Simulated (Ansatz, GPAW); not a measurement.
# In: 3 runs at one level of theory

```
In
1.0
    -1.88253    1.88253    1.88253
     1.88253   -1.88253    1.88253
     1.88253    1.88253   -1.88253
In
1
Direct
  0.00000 0.00000 0.00000
```

This isn't the form of In at room conditions, which is tetragonal.

Alike in all runs: task band structure; functional PBEsol; k mesh 10 × 10 × 10; occupations fermi-dirac, width 0.05 eV; no spin polarisation; no spin-orbit coupling. Pressure is positive in compression and, in plane waves, holds the error of the finite cutoff, which Ansatz's Pulay term estimates and takes out.

```tsv
program and potentials	plane-wave cutoff (eV)	notes	band gap (eV)	pressure (GPa)
Ansatz, all-electron LAPW, scalar-relativistic	-	-	no gap	-1.33
GPAW, PAW data sets generated for this functional	600	-	no gap	-1.66
Ansatz, PAW datasets made for the crystal	240	-	no gap	-1.33
```

None finds a gap. The pressure spans -1.66 (GPAW, PAW data sets generated for this functional) to -1.33 GPa (Ansatz, all-electron LAPW, scalar-relativistic), with all-electron results at -1.33.

Differences between rows come from potentials, basis sets and numerical settings, since the functional is the same but for its coding. Runs on potential files found faulty are left out.
